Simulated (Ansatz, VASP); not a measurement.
One calculation of Al, two programs

File INCAR:

```
PREC     = Accurate       # precision mode
ENCUT    = 520            # plane-wave cutoff, eV
EDIFF    = 1E-6           # SCF threshold, eV
ISMEAR   = -1             # smearing method
SIGMA    = 0.1            # smearing width, eV
LREAL    = F              # projectors in reciprocal space
LASPH    = T              # aspherical terms in the spheres
NELM     = 100            # most SCF steps
ALGO     = Normal         # electronic algorithm
ISIF     = 2              # what is computed and relaxed
LWAVE    = F              # write WAVECAR
LCHARG   = F              # write CHGCAR
GGA      = PE             # functional
NBANDS   = 8              # bands
```

File KPOINTS:

```
Automatic mesh
0
Gamma
  10 10 10
```

POSCAR

```
Al
1.0
    0.0000000000      2.0112152952      2.0112152952
    2.0112152952      0.0000000000      2.0112152952
    2.0112152952      2.0112152952      0.0000000000
Al
1
Direct
    0.0000000000      0.0000000000      0.0000000000
```

Input for Ansatz:

```yaml
crystal:
  lattice:
    - [0.0, 2.0112152952322853, 2.0112152952322853]
    - [2.0112152952322853, 0.0, 2.0112152952322853]
    - [2.0112152952322853, 2.0112152952322853, 0.0]
  atoms:
    - { symbol: Al, position: [0.0, 0.0, 0.0] }
basis:
  ecutwfc: 500.0
kpoints:
  mp_grid:
    grid: [10, 10, 10]
hamiltonian:
  xc: pbe
  pseudopotentials:
    kind: paw
scf:
  occupations:
    method: fermi_dirac
output:
  stress: true
```

Alike in both runs: task single point; functional PBE; k mesh 10 × 10 × 10; no spin polarisation.

|  | VASP | Ansatz |
| --- | --- | --- |
| version | VASP 6.6.1 | Ansatz 0.2.0 |
| potentials or method | VASP PAW PBE potentials, release 64 (Al) | plane waves, PAW |
| plane-wave cutoff (eV) | 520 | 500 |
| occupations | fermi-dirac, width 0.1 eV | fermi-dirac |
| valence electrons in the cell | 3 | 3 |

```csv
,VASP,Ansatz,Ansatz less VASP
pressure (GPa),1.0,1.1,+0.03
```
